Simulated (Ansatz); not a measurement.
**NbP in Ansatz: the effect of functional**

The system is NbP.

```
Nb P
1.0
    -1.70777    1.70777    5.85269
     1.70777   -1.70777    5.85269
     1.70777    1.70777   -5.85269
Nb P
2 2
Cartesian
  1.7078 0.0000 2.9249
  0.0000 0.0000 5.8513
  0.0000 1.7078 3.8949
  0.0000 0.0000 0.9686
```

The cell is a database's computed one.

The cell isn't the ideal one: volume scaled by 1.06.

Alike in all runs:

| Property | Result |
| --- | --- |
| Program | Ansatz 0.2.0 |
| Task | single point |
| Potentials or basis | Ansatz PAW |
| k mesh | 11 × 11 × 11 |
| Occupations | fermi-dirac, width 0.05 eV |
| Spin | no spin polarisation |

```csv
functional,cutoff,pressure (GPa)
LDA,420 eV (not typed: the program's choice for these potentials),?
r2SCAN,500 eV (not typed: the program's choice for these potentials),-11.4
PBE,420 eV (not typed: the program's choice for these potentials),-10.6
```

Task: What does the run with functional LDA give?

Result: Pressure -18.1 GPa.

Caveats: the PAW data sets come from PBE, with cores solved anew for the run's functional, which leaves a small shift of forces and pressure (some runs).
